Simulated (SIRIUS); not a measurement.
# GaAs (Fm-3m) in SIRIUS: further runs

Runs on GaAs. Level: PBE. Tasks: single point.

All numbers are computed with SIRIUS 7.10.0; they aren't measurements. Logs are shortened: lines on timing, memory, paths and dates and some standing lists are left out, and cuts for length are marked. The log counts tension as positive stress, the text compression.

## Step 1: The structure

Symmetry: Fm-3m, No. 225, cubic system. The conventional cell has a = 5.392 Å, b = 5.392 Å, c = 5.392 Å, α = 90.00°, β = 90.00°, γ = 90.00°. Ga (site symmetry m-3m) is surrounded by 6 As at 2.70 Å. As (site symmetry m-3m) is surrounded by 6 Ga at 2.70 Å.

The cell was built by a generator and needn't be a form met in nature.

## Step 2: Single point, PBE

The input, sirius.json:

```json
{
  "control": {
    "processing_unit": "cpu",
    "verbosity": 2,
    "num_bands_to_print": 22,
    "print_forces": true,
    "print_stress": true
  },
  "parameters": {
    "electronic_structure_method": "pseudopotential",
    "xc_functionals": ["XC_GGA_X_PBE", "XC_GGA_C_PBE"],
    "gk_cutoff": 9.2,
    "pw_cutoff": 18.4,
    "ngridk": [9, 9, 9],
    "shiftk": [0, 0, 0],
    "smearing": "fermi_dirac",
    "smearing_width": 0.0018374661,
    "num_bands": 22,
    "num_mag_dims": 0,
    "num_dft_iter": 100,
    "energy_tol": 1e-08,
    "density_tol": 1e-06
  },
  "iterative_solver": {
    "type": "davidson",
    "min_tolerance": 1e-09,
    "tolerance_scale": [0.1, 0.25]
  },
  "mixer": {
    "type": "anderson",
    "beta": 0.7,
    "max_history": 8
  },
  "settings": {
    "tol_ne": 1e-10,
    "pseudo_grid_cutoff": 6.5
  },
  "unit_cell": {
    "lattice_vectors": [
      [0.0, 5.094493762117, 5.094493762117],
      [5.094493762117, 0.0, 5.094493762117],
      [5.094493762117, 5.094493762117, 0.0]
    ],
    "atom_coordinate_units": "lattice",
    "atom_types": ["Ga", "As"],
    "atom_files": {
      "Ga": "Ga.json",
      "As": "As.json"
    },
    "atoms": {
      "Ga": [
        [0.0, 0.0, 0.0]
      ],
      "As": [
        [0.5, 0.5, 0.5]
      ]
    }
  }
}
```

Potentials or basis: PseudoDojo 0.4.1 PBE standard (scalar relativistic).

Launch:

```
$ upf_to_json Ga.upf
$ upf_to_json As.upf
$ OMP_NUM_THREADS=1 sirius.scf --input=sirius.json --output=out.json --task=0
```

The log of the run:

```text
[info] SIRIUS version : 7.10.0
[info] number of MPI ranks           : 1
[info] MPI grid                      : 1 1
[info] maximum number of OMP threads : 1
[fft] FFT context for density and potential
[fft] =====================================
[fft]   comm size                             : 1
[fft]   plane wave cutoff                     : 18.4
[fft]   grid size                             : 45 45 45   total : 91125
[fft]   grid limits                           : -22 22   -22 22   -22 22
[fft]   number of G-vectors within the cutoff : 13863
[fft]   local number of G-vectors             : 13863
[fft]   number of G-shells                    : 758
[fft] FFT context for coarse grid
[fft] =====================================
[fft]   comm size                             : 1
[fft]   plane wave cutoff                     : 18.4
[fft]   grid size                             : 45 45 45   total : 91125
[fft]   grid limits                           : -22 22   -22 22   -22 22
[fft]   number of G-vectors within the cutoff : 13863
[fft]   local number of G-vectors             : 13863
[fft]   number of G-shells                    : 758
[unit cell] lattice vectors
[unit cell]   a1 :       0.0000000000      5.0944937621      5.0944937621
[unit cell]   a2 :       5.0944937621      0.0000000000      5.0944937621
[unit cell]   a3 :       5.0944937621      5.0944937621      0.0000000000
[unit cell] reciprocal lattice vectors
[unit cell]   b1 :      -0.6166643440      0.6166643440      0.6166643440
[unit cell]   b2 :       0.6166643440     -0.6166643440      0.6166643440
[unit cell]   b3 :       0.6166643440      0.6166643440     -0.6166643440
[unit cell] unit cell volume :       264.44362393 [a.u.^3]
[unit cell] 1/sqrt(omega)    :         0.06149410
[unit cell] MT volume        :         0.00000000 ( 0.00%)
[unit cell] IT volume        :       264.44362393 (100.00%)
[unit cell] number of atom types : 2
[unit cell] type id : 0 symbol : Ga mt_radius :  19.010000 num_atoms : 1
[unit cell] type id : 1 symbol : As mt_radius :  13.570000 num_atoms : 1
[unit cell] total number of atoms : 2
[unit cell] number of symmetry classes : 2
[unit cell] number of PAW atoms : 0
[unit cell] atom id  type id  class id             position                      vector_field
[unit cell] ------------------------------------------------------------------------------------------
[unit cell]      0        0        0      0.00000   0.00000   0.00000      0.00000   0.00000   0.00000
[unit cell]      1        1        1      0.50000   0.50000   0.50000      0.00000   0.00000   0.00000
[unit cell] atom id         position (Cartesian, a.u.)
[unit cell] ---------------------------------------------
[unit cell]      0       0.000000    0.000000    0.000000
[unit cell]      1       5.094494    5.094494    5.094494
[unit cell] class id : 0 atom id : 0
[unit cell] class id : 1 atom id : 1
[unit cell] minimum bond length:     5.094494
[unit cell] total number of pseudo wave-functions: 18
[sym] space group number   : 225
[sym] international symbol : Fm-3m
[sym] Hall symbol          : -F 4 2 3
[sym] space group transformation matrix :
[sym]   0.0000  0.5000  0.5000
[sym]   0.5000  0.0000  0.5000
[sym]   0.5000  0.5000  0.0000
[sym] space group origin shift :
[sym]   0.0000  0.0000  0.0000
[sym] number of space group operations  : 48
[sym] number of magnetic group operations : 48
[sym] metric tensor error: 0.0000e+00
[... 260 lines left out ...]
[find] iteration : 8, RMS : 1.083885938021e-07, energy difference : 4.905587047688e-10
[find] Hartree energy of density residual : 2.191045162259e-12
[find] | SCF iteration   9 out of 100|
[diagonalize] iterative solver tolerance (occupied, empty): 5.60882e-09 5.60882e-09
[diagonalize] average number of iterations: 4.68571
[find] Total energy                   :    -182.54142439 (Ha),    -365.08284878 (Ry)
[find] Free energy (E-TS)             :    -182.54183722 (Ha),    -365.08367444 (Ry)
[find] band gap (eV)                  :       0.00000000
[find] Efermi                         :       0.39812309
[find] iteration : 9, RMS : 1.361908157939e-07, energy difference : -7.918572464405e-10
[find] Hartree energy of density residual : 3.659035799451e-13
[find] bands are converged : false
[find] iterative solver converged : false
[find] +------------------------------+
[find] | SCF iteration  10 out of 100|
[find] +------------------------------+
[diagonalize] iterative solver tolerance (occupied, empty): 1.40221e-09 1.40221e-09
[diagonalize] average number of iterations: 3.37143
[diagonalize] Lowest band energies
[diagonalize] ik:    0   -0.903433   -0.903433   -0.903264   -0.903264   -0.903264   -0.144693   -0.144693   -0.144125   -0.144125   -0.144125   -0.082460    0.393185    0.399866    0.399866    0.399866    0.667963    0.667963    0.667963    0.677746    0.677746    0.677746    0.767759
[diagonalize] ik:    1   -0.903432   -0.903432   -0.903261   -0.903257   -0.903257   -0.144804   -0.144804   -0.144139   -0.144020   -0.144020   -0.076463    0.322710    0.399489    0.399489    0.456240    0.636397    0.636397    0.637387    0.680539    0.684539    0.684539    0.815957
[diagonalize] ik:    2   -0.903431   -0.903431   -0.903253   -0.903237   -0.903237   -0.145136   -0.145136   -0.144200   -0.143704   -0.143704   -0.058916    0.246698    0.399710    0.399710    0.487987    0.581352    0.581352    0.602277    0.695330    0.723544    0.723544    0.919715
[diagonalize] ik:    3   -0.903431   -0.903431   -0.903244   -0.903213   -0.903213   -0.145534   -0.145534   -0.144298   -0.143322   -0.143322   -0.032007    0.177591    0.402452    0.402452    0.495551    0.537051    0.537051    0.572611    0.749313    0.784417    0.784417    1.005795
[diagonalize] ik:    4   -0.903433   -0.903433   -0.903239   -0.903197   -0.903197   -0.145798   -0.145798   -0.144373   -0.143069   -0.143069   -0.004804    0.128433    0.406385    0.406385    0.496145    0.511261    0.511261    0.555120    0.823140    0.862572    0.862572    0.938648
[diagonalize] ...
[diagonalize] ik:   30   -0.903454   -0.903408   -0.903231   -0.903210   -0.903167   -0.148306   -0.145145   -0.143942   -0.143582   -0.142779    0.025707    0.160020    0.255637    0.307479    0.456974    0.554589    0.674484    0.711408    0.741320    0.788719    0.904177    0.990107
[diagonalize] ik:   31   -0.903448   -0.903413   -0.903235   -0.903208   -0.903180   -0.147634   -0.145248   -0.143970   -0.143546   -0.142985    0.008254    0.171202    0.267198    0.334656    0.476660    0.530535    0.663730    0.665948    0.765021    0.810417    0.852191    0.931558
[diagonalize] ik:   32   -0.903475   -0.903390   -0.903282   -0.903169   -0.903153   -0.149946   -0.144653   -0.144375   -0.142881   -0.142591    0.027410    0.200174    0.239304    0.287946    0.377820    0.570542    0.670406    0.769249    0.791404    0.886438    0.942462    0.998416
[diagonalize] ik:   33   -0.903467   -0.903397   -0.903260   -0.903187   -0.903154   -0.149420   -0.144723   -0.144342   -0.143206   -0.142595    0.034316    0.190396    0.219420    0.285232    0.419110    0.609800    0.624671    0.756013    0.761511    0.846433    0.952859    0.999717
[diagonalize] ik:   34   -0.903460   -0.903402   -0.903238   -0.903211   -0.903153   -0.148971   -0.144965   -0.144010   -0.143593   -0.142593    0.032794    0.181708    0.250656    0.251328    0.473872    0.554010    0.655419    0.712592    0.797086    0.802833    0.977382    0.981176
[find] Charges and magnetic moments
[find] --------------------------------------------------------------------------------
[find] total charge          : 28.000000
[find] Energy
[find] --------------------------------------------------------------------------------
[find] valence_eval_sum               :      -8.81795865
[find] <rho|V^{XC}>                   :     -29.52682921
[find] <rho|E^{XC}>                   :     -44.69307845
[find] <mag|B^{XC}>                   :       0.00000000
[find] <rho|V^{H}>                    :      98.11019154
[find] one-electron contribution      :     -77.40132097 (Ha),    -154.80264194 (Ry)
[find] hartree contribution           :      49.05509577
[find] xc contribution                :     -44.69307845
[find] ewald contribution             :    -109.50212065
[find] PAW contribution               :       0.00000000
[find] smearing (-TS)                 :      -0.00041283
[find] SCF correction                 :      -0.00000009
[find] Total energy                   :    -182.54142439 (Ha),    -365.08284878 (Ry)
[find] Free energy (E-TS)             :    -182.54183722 (Ha),    -365.08367444 (Ry)
[find] band gap (eV)                  :       0.00000000
[find] Efermi                         :       0.39812309
[find] iteration : 10, RMS : 2.359850560402e-08, energy difference : 6.912159733474e-11
[find] Hartree energy of density residual : 3.866210314906e-14
[find] bands are converged : true
[find] iterative solver converged : true
[find] converged after 11 SCF iterations!
[find] Charges and magnetic moments
[find] --------------------------------------------------------------------------------
[find] total charge          : 28.000000
[find] Energy
[find] --------------------------------------------------------------------------------
[find] valence_eval_sum               :      -8.81795865
[find] <rho|V^{XC}>                   :     -29.52682921
[find] <rho|E^{XC}>                   :     -44.69307845
[find] <mag|B^{XC}>                   :       0.00000000
[find] <rho|V^{H}>                    :      98.11019154
[find] one-electron contribution      :     -77.40132097 (Ha),    -154.80264194 (Ry)
[find] hartree contribution           :      49.05509577
[find] xc contribution                :     -44.69307845
[find] ewald contribution             :    -109.50212065
[find] PAW contribution               :       0.00000000
[find] smearing (-TS)                 :      -0.00041283
[find] SCF correction                 :      -0.00000009
[find] Total energy                   :    -182.54142439 (Ha),    -365.08284878 (Ry)
[find] Free energy (E-TS)             :    -182.54183722 (Ha),    -365.08367444 (Ry)
[find] band gap (eV)                  :       0.00000000
[find] Efermi                         :       0.39812309
[ground_state] === stress tensor components [kbar] ===
[ground_state] === stress_kin ===
[ground_state] -103053.034191   -0.000000   -0.000000
[ground_state]    -0.000000-103053.034191    0.000000
[ground_state]    -0.000000    0.000000-103053.034191
[ground_state] === stress_har ===
[ground_state] -18192.290350   -0.000000    0.000000
[ground_state]    -0.000000-18192.290350    0.000000
[ground_state]     0.000000    0.000000-18192.290350
[ground_state] === stress_ewald ===
[ground_state] 40609.325934    0.000000   -0.000000
[ground_state]     0.00000040609.325934   -0.000000
[ground_state]    -0.000000   -0.00000040609.325934
[ground_state] === stress_vloc ===
[ground_state] -6349.433645   -0.000000    0.000000
[ground_state]    -0.000000-6349.433645    0.000000
[ground_state]     0.000000    0.000000-6349.433645
[ground_state] === stress_xc ===
[ground_state] -16248.397233   -0.000000    0.000000
[ground_state]    -0.000000-16248.397233    0.000000
[ground_state]     0.000000    0.000000-16248.397233
[ground_state] === stress_core ===
[ground_state] 27875.402476    0.000000   -0.000000
[ground_state]     0.00000027875.402476   -0.000000
[ground_state]    -0.000000   -0.00000027875.402476
[ground_state] === stress_nonloc ===
[ground_state] 75357.606684    0.000000   -0.000000
[ground_state]     0.00000075357.606684   -0.000000
[ground_state]    -0.000000   -0.00000075357.606684
[ground_state] === stress_us_nl ===
[ground_state] 75357.606684    0.000000   -0.000000
[ground_state]     0.00000075357.606684   -0.000000
[ground_state]    -0.000000   -0.00000075357.606684
[ground_state] === stress_total ===
[ground_state]    -0.820327   -0.000000   -0.000000
[ground_state]    -0.000000   -0.820327   -0.000000
[ground_state]    -0.000000   -0.000000   -0.820327
[ground_state] ==== total Forces in Ha/bohr =====
[ground_state] atom:    0, force:       0.0000000      0.0000000      0.0000000
[... 14 lines left out ...]
[ground_state] atom:    0, force:       0.0000000      0.0000000      0.0000000
[ground_state] atom:    1, force:       0.0000000      0.0000000      0.0000000
[~DFT_ground_state] local op. applied: 19489
[~DFT_ground_state] evp. work count: 3433.8
[~DFT_ground_state] number of iterative solver steps: 1410
```

Run time: 69 s. Hardware: 1 thread of Arm Neoverse V1, shared host; peak memory 0.43 GiB.

What came out:

| Item | Value |
| --- | --- |
| Free energy | -4967.2164 eV |
| Pressure | 0.1 GPa |
| Band gap on the k mesh | none (metal or under the smearing width) |

## Step 3: Single point, PBE

sirius.json is that of step 2.

Potentials or basis: in-house norm-conserving set, PBE (scalar relativistic).

Launch:

```
$ upf_to_json Ga.upf
$ upf_to_json As.upf
$ OMP_NUM_THREADS=1 sirius.scf --input=sirius.json --output=out.json --task=0
```

It took 66 s on 1 thread of Arm Neoverse V1, shared host; peak memory 0.43 GiB.

Results (log left out):

- Free energy: -4967.2196 eV
- Pressure: 0.0 GPa
- Band gap on the k mesh: none (metal or under the smearing width)

## Step 4: Single point, PBE

Edit sirius.json of step 3 so:

```diff
@@ -4,3 +4,3 @@
     "verbosity": 2,
-    "num_bands_to_print": 22,
+    "num_bands_to_print": 20,
     "print_forces": true,
@@ -11,4 +11,4 @@
     "xc_functionals": ["XC_GGA_X_PBE", "XC_GGA_C_PBE"],
-    "gk_cutoff": 9.2,
-    "pw_cutoff": 18.4,
+    "gk_cutoff": 6.4,
+    "pw_cutoff": 20.0,
     "ngridk": [9, 9, 9],
@@ -17,3 +17,3 @@
     "smearing_width": 0.0018374661,
-    "num_bands": 22,
+    "num_bands": 20,
     "num_mag_dims": 0,
@@ -34,4 +34,3 @@
   "settings": {
-    "tol_ne": 1e-10,
-    "pseudo_grid_cutoff": 6.5
+    "tol_ne": 1e-10
   },
```

Potentials or basis: GBRV 1.5 PBE (ultrasoft).

Launch:

```
$ upf_to_json ga_pbe_v1.4.uspp.F.UPF
$ upf_to_json as_pbe_v1.uspp.F.UPF
$ OMP_NUM_THREADS=1 sirius.scf --input=sirius.json --output=out.json --task=0
```

It took 32 s on 1 thread of Arm Neoverse V1, shared host; peak memory 0.37 GiB.

Results (log left out):

| Property | Result |
| --- | --- |
| Free energy | -6198.9931 eV |
| Pressure | -0.3 GPa |
| Band gap on the k mesh | none (metal or under the smearing width) |

(Part 1 of 2 ends here.)
